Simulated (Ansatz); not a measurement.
How far is this SnO2 from the hull?

Computed with DFT PBE, scalar-relativistic, plane waves, PAW in Ansatz. Settings: cutoff 420 eV, Γ-centred meshes spaced at most about 0.3 Å⁻¹, and about 0.25 Å⁻¹ or finer for metals (2π included), Gaussian smearing. No spin polarisation.

Formation energies are uncorrected and refer to the elements' standard structures at the same level (O₂ as a molecule). The references include grey tin.

These are static total energies at zero pressure.

The competitors are the elements and 3 reference phases of this chemical system (from databases or known types: Sn3O4, SnO, SnO2), relaxed at the same level; other known phases may be missing.

The candidate was reached from: ordered vacancies on the anion sites of rhenium trioxide.

```
Sn O
1.0
     3.95191    0.00000    0.00000
     0.00000    3.95191    0.00000
     0.00000    0.00000    7.83339
Sn O
2 4
Direct
  0.00000 0.00000 0.00000
  0.00000 0.00000 0.50000
  0.50000 0.00000 0.00000
  0.00000 0.50000 0.50000
  0.00000 0.00000 0.25000
  0.00000 0.00000 0.75000
```

Q: Is it stable, and against what?

A: Not the lowest form: another structure of the same formula lies lower. Its formation energy is -0.710 eV/atom. The lowest competing phase at this composition is this:

```csv
phase,space group,source,share of atoms,ΔE_f (eV/atom)
SnO2,P4_2/mnm (No. 136),Materials Project,1.0000,-1.612
```

The candidate lies 0.90 eV/atom above this phase. The candidate matches no cell in the subsets of the Crystallography Open Database and the Materials Project at hand. The margin is far too high for a likely synthesis.
